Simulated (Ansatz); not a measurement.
# Zinc, diamond: HSE06 after PBE

How do the levels change when part of the exchange is made exact, and what does it cost? Spin polarisation is left out. The geometry was relaxed under PBE beforehand and is kept. Exact exchange is dear, so the k-mesh is coarse, and PBE is run on the same mesh for comparison.

Program: Ansatz 0.2.0. Level of theory: DFT, plane waves (420 eV) with PBE-made PAW files, scalar-relativistic; functionals as named at each step. These are calculated values, not measurements.

## 1. The structure to begin with

It takes space group Fd-3m (No. 227, cubic). Conventional cell: a = 5.825 Å, b = 5.825 Å, c = 5.825 Å, α = 90.00°, β = 90.00°, γ = 90.00°. Zn (site symmetry -43m) has 4 Zn at 2.52 Å as nearest neighbours.

As a file:

```xyz
2
Lattice="0.0000 2.9124 2.9124 2.9124 0.0000 2.9124 2.9124 2.9124 0.0000" Properties=species:S:1:pos:R:3 pbc="T T T"
Zn    0.7281    0.7281    0.7281
Zn    5.0967    5.0967    5.0967
```

## 2. PBE, coarse mesh

The run with PBE.

Contents of input.yaml:

```yaml
crystal:
  lattice:
    - [0.0, 2.9124238887, 2.9124238887]
    - [2.9124238887, 0.0, 2.9124238887]
    - [2.9124238887, 2.9124238887, 0.0]
  atoms:
    - { symbol: Zn, position: [0.125, 0.125, 0.125] }
    - { symbol: Zn, position: [0.875, 0.875, 0.875] }
hamiltonian:
  xc: pbe
  pseudopotentials:
    kind: paw
    azcp:
      Zn: "pseudopotentials/Zn.paw.azcp"
basis:
  ecutwfc: 420
  fft_grid_basis: typed
kpoints:
  mp_grid: { grid: [5, 5, 5], shift: [0, 0, 0] }
magnetization:
  spin_polarized: false
scf:
  occupations: { method: fermi_dirac, width: 0.1 }
```

Run with:

```console
ansatz run input.yaml --threads 4 --pin off --max-ram 8192MiB --backend cpu --events-out ev --progress --plain --runs-dir out
```

## 3. HSE06 on the coarse mesh

The run with HSE06.

input.yaml: that of step 2 with these lines changed.

```diff
@@ -9,3 +9,3 @@
 hamiltonian:
-  xc: pbe
+  xc: hse06
   pseudopotentials:
@@ -23 +23,6 @@
   occupations: { method: fermi_dirac, width: 0.1 }
+output:
+  write_density: true
+  write_potential: true
+  elf: true
+  volumetric_format: npy
```

(Steps that only read results are left out.)

What does the calculation give? Wanted: PBE: gap; HSE06: gap; HSE06: relative to hcp.

The runs gave:

```
                         quantity                         value
                         PBE: gap  none (levels filled in part)
                       HSE06: gap  none (levels filled in part)
HSE06: SCF cycles, exchange loops                         19, 2
 HSE06: CPU time over that of PBE                            17
           HSE06: relative to hcp                 +584 meV/atom
```

**Reading.** Both PBE and HSE06 leave levels filled in part. The hybrid took 17 times as much CPU time as PBE on the same settings. The exchange operator of HSE06 was renewed in 2 outer loops. To compare with dense-mesh energies, the change of PBE from this mesh and smearing to its dense run (-3.4 meV/atom, from a run not shown) is added. Under HSE06 it lies 584 meV/atom above hcp (computed apart in the same way); on such meshes a few tens of meV are uncertain for metals. The total energies in the logs cannot be compared from one functional to another.
